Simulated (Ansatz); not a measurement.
# Molecular dynamics of MgO

The input (input.yaml):

```yaml
crystal:
  lattice:
    - [0.0, 3.822, 3.822]
    - [3.822, 0.0, 3.822]
    - [3.822, 3.822, 0.0]
  atoms:
    - { symbol: Mg, position: [0.0, 0.0, 0.0] }
    - { symbol: O, position: [0.25, 0.25, 0.25] }
    - { symbol: Mg, position: [0.0, 0.0, 0.5] }
    - { symbol: O, position: [0.25, 0.25, 0.75] }
    - { symbol: Mg, position: [0.0, 0.5, 0.0] }
    - { symbol: O, position: [0.25, 0.75, 0.25] }
    - { symbol: Mg, position: [0.0, 0.5, 0.5] }
    - { symbol: O, position: [0.25, 0.75, 0.75] }
    - { symbol: Mg, position: [0.5, 0.0, 0.0] }
    - { symbol: O, position: [0.75, 0.25, 0.25] }
    - { symbol: Mg, position: [0.5, 0.0, 0.5] }
    - { symbol: O, position: [0.75, 0.25, 0.75] }
    - { symbol: Mg, position: [0.5, 0.5, 0.0] }
    - { symbol: O, position: [0.75, 0.75, 0.25] }
    - { symbol: Mg, position: [0.5, 0.5, 0.5] }
    - { symbol: O, position: [0.75, 0.75, 0.75] }
basis:
  ecutwfc: 420.0
kpoints:
  mp_grid: { grid: [2, 2, 2] }
hamiltonian:
  xc: lda
scf:
  occupations: { method: fermi_dirac, width: 0.05 }
  lower_state_search: "off"
md:
  timestep: 1
  n_steps: 190
  ensemble: nvt_nose_hoover
  temperature: 1500.0
  initial_velocities: maxwell_boltzmann
  seed: 395100
  nose_hoover: { tau: 200.0, chain_length: 5 }
```

Run as:

```bash
$ ansatz run input.yaml --threads 1 --pin off --max-ram 3072MiB --backend cpu --events-out ev --progress --plain --runs-dir out
```

It starts from a structure without forces on its atoms.

Output, in part (step lines):

```
md step     0: t =     0.00 fs  T =  1500.0 K  F+E_penalty+E_count = -19674.41851184 eV  E_kin = 2.908350 eV  conserved = -19671.51016186 eV  (7 SCF iters)
md step     1: t =     1.00 fs  T =  1480.0 K  F+E_penalty+E_count = -19674.37941595 eV  E_kin = 2.869513 eV  conserved = -19671.50990296 eV  (6 SCF iters)
md step     2: t =     2.00 fs  T =  1421.4 K  F+E_penalty+E_count = -19674.26535716 eV  E_kin = 2.755972 eV  conserved = -19671.50938765 eV  (7 SCF iters)
md step     3: t =     3.00 fs  T =  1328.5 K  F+E_penalty+E_count = -19674.08436062 eV  E_kin = 2.575737 eV  conserved = -19671.50863561 eV  (7 SCF iters)
md step     4: t =     4.00 fs  T =  1207.3 K  F+E_penalty+E_count = -19673.84840155 eV  E_kin = 2.340763 eV  conserved = -19671.50767413 eV  (7 SCF iters)
md step     5: t =     5.00 fs  T =  1065.8 K  F+E_penalty+E_count = -19673.57289622 eV  E_kin = 2.066427 eV  conserved = -19671.50654678 eV  (4 SCF iters)
md step     6: t =     6.00 fs  T =   913.3 K  F+E_penalty+E_count = -19673.27593528 eV  E_kin = 1.770758 eV  conserved = -19671.50531928 eV  (3 SCF iters)
md step     7: t =     7.00 fs  T =   759.9 K  F+E_penalty+E_count = -19672.97717604 eV  E_kin = 1.473323 eV  conserved = -19671.50408102 eV  (3 SCF iters)
[... lines left out ...]
md step   189: t =   189.00 fs  T =  1020.7 K  F+E_penalty+E_count = -19672.82082245 eV  E_kin = 1.978993 eV  conserved = -19671.50535078 eV  (3 SCF iters)
md step   190: t =   190.00 fs  T =  1004.7 K  F+E_penalty+E_count = -19672.78328679 eV  E_kin = 1.947953 eV  conserved = -19671.50530227 eV  (7 SCF iters)
```

The steps, from the saved trajectory:

```
time (fs)  T (K)  potential energy less start (eV)  conserved less start (meV/atom)
      0.0   1500                             0.000                             0.00
      6.0    913                             1.143                             0.30
     12.0    285                             2.364                             0.55
     18.0    535                             1.878                             0.26
     24.0    710                             1.544                             0.28
     30.0    715                             1.540                             0.37
     36.0    877                             1.233                             0.29
     42.0    918                             1.165                             0.28
     48.0    750                             1.503                             0.34
     54.0    630                             1.746                             0.39
     60.0    745                             1.534                             0.32
     66.0    849                             1.345                             0.29
     72.0    790                             1.479                             0.29
     78.0    625                             1.816                             0.39
     84.0    727                             1.632                             0.36
     90.0    977                             1.168                             0.20
     96.0    784                             1.570                             0.30
    102.0    606                             1.935                             0.46
    108.0    956                             1.279                             0.25
    114.0   1111                             1.013                             0.26
    120.0    951                             1.358                             0.32
    126.0    665                             1.941                             0.33
    132.0    405                             2.466                             0.47
    138.0    638                             2.033                             0.40
    144.0   1086                             1.196                             0.25
    150.0   1153                             1.112                             0.32
    156.0    992                             1.467                             0.38
    162.0    854                             1.771                             0.35
    168.0    723                             2.057                             0.42
    174.0    785                             1.966                             0.36
    180.0    886                             1.805                             0.39
    186.0   1007                             1.605                             0.34
```

All steps were run. The conserved energy stayed within 0.56 meV per atom of its start (net change 0.3 meV per atom), so the integration is sound. The mean temperature of the second half is 43 % below the set value. A run of 0.19 ps of so small a system gives no equilibrium averages. Limits of this set-up: coarse k mesh.

Mean squared displacements from the first frame to the last, about the centre of mass: Mg 0.01 Å², O 0.02 Å².

Last frame:

```xyz
16
Lattice="0.0000 3.8220 3.8220 3.8220 0.0000 3.8220 3.8220 3.8220 0.0000" Properties=species:S:1:pos:R:3
Mg 0.045 -0.011 -0.007
O 1.822 1.833 1.976
Mg 1.971 1.865 -0.010
O 3.824 3.836 1.998
Mg 1.867 0.007 1.827
O 3.825 1.833 3.783
Mg 3.728 1.978 1.921
O 5.904 3.744 3.946
Mg -0.050 1.988 1.935
O 1.977 3.803 3.714
Mg 1.840 3.898 1.874
O 3.893 5.772 3.934
Mg 1.961 1.826 3.829
O 3.771 3.892 5.608
Mg 3.834 3.794 3.811
O 5.698 5.775 5.783
```

Run time: 10 min on 1 thread of Arm Neoverse N1, on a shared host, peak memory 0.39 GiB.
